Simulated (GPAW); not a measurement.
Runs of GPAW 26.7.0 on Sn. Symmetry: I4_1/amd, No. 141, tetragonal system. Conventional cell: a = 5.880 Å, b = 5.880 Å, c = 3.199 Å, α = 90.00°, β = 90.00°, γ = 90.00°. Sn (site symmetry -4m2) is surrounded by 6 Sn at 3.05 to 3.20 Å. 

| task | level | potentials or basis | spin | cell | k mesh | cutoff (eV) | random start of the orbitals | maxiter | supercell | supercell k mesh | displacement | other keys | gap on the mesh (eV) | pressure (GPa) |
| --- | --- | --- | --- | --- | --- | --- | --- | --- | --- | --- | --- | --- | --- | --- |
| phonons | SOGGA | PAW data sets generated in the run's folder for this functional, pw | off | atoms relaxed | 9 × 9 × 9 | 510 | yes | 50 | 1 × 1 × 1 | 9 × 9 × 9 | 0.01 | several, not listed | none | -2.2 |
| band structure | SOGGA | PAW data sets generated in the run's folder for this functional, pw | SOC, no magnetisation | as given | 7 × 7 × 7 | 600 | - | 150 | - | - | - | - | - | (a) |
| band structure | LDA | the program's PAW data sets (release 1.2.1) made for this functional, pw | SOC, no magnetisation | as given | 7 × 7 × 7 | 600 | - | 150 | - | - | - | - | - | -3.3 |
| relaxation of cell and atoms | r2SCAN | GPAW PAW data sets (gpaw-data 1.2.1), pw | off | relaxed to 1 GPa | 7 × 7 × 7 | 600 | - | 150 | - | - | - | - | none | 0.9 |

Alike in all rows: smearing fermi-dirac 0.05 eV.

Problem. Estimate the missing entries.

Solution. (a) -2.0.

Caveats: spin-orbit coupling was added after a scalar SCF, so levels and gaps hold it while energy, forces, pressure and moments don't (some runs); this program's spin-orbit splittings come out too wide for heavy elements (some runs); the cutoff is short for stress and forces, so pressures can be off by a GPa or more (some runs); later steps reuse the first step's grids (some runs); the PAW data sets were made with another functional, which shifts forces and pressure a little (some runs).

A k mesh can miss the band edges, and rows without SOC leave out spin-orbit coupling on Sn.

A gap of «none» marks a metal or a gap under the smearing width.
